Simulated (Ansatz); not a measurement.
Here is an unrelaxed guess for Si₃N₄.

```xyz
7
Lattice="4.1414 0.0000 0.0000 0.0000 4.1414 0.0000 0.0000 0.0000 4.1414" Properties=species:S:1:pos:R:3 pbc="T T T"
Si    0.0000    0.0000    2.0707
Si    0.0000    2.0707    0.0000
Si    2.0707    0.0000    0.0000
N     1.0354    1.0354    1.0354
N     1.0354    3.1061    3.1061
N     3.1061    1.0354    3.1061
N     3.1061    3.1061    1.0354
```

Theory: Ansatz 0.2.0, DFT PBE, scalar-relativistic, plane waves, PAW. Cutoff 420 eV; k points 4×4×4 on the computed 7-atom cell (Γ-centred); Gaussian smearing, width 0.10 eV; no spin polarisation.

Formation energies are uncorrected and refer to the elements' standard structures at the same level (N₂ as a molecule).

Task: What does a single point on this coarse mesh give?

Result: The pressure is -7.0 GPa (it wants to contract), the largest force is 1.50 eV/Å, and the energy is −0.78 eV/atom against the elements. The shortest distance is 1.79 Å.

Task: How much does it gain on relaxing, and where does it end?

Result: Relaxing gains about 0.03 eV/atom in 9 ionic steps and ends at −0.817 eV/atom on the finer mesh. The symmetry stays P-43m (No. 215). The volume per atom shrinks by 0.8 %, from 10.1 to 10.1 Å³. The shortest distance goes from 1.79 Å (Si–N) to 1.77 Å (Si–N). Conventional cell: a = 4.131 Å. Si has 4 N at 1.77 Å; N has 3 Si at 1.77 Å.

The last run used a 6×6×6 mesh for its 7-atom cell and Gaussian smearing of 0.02 eV. The relaxation can't lower the symmetry of the start. A structure relaxed within its symmetry needn't be a true minimum.
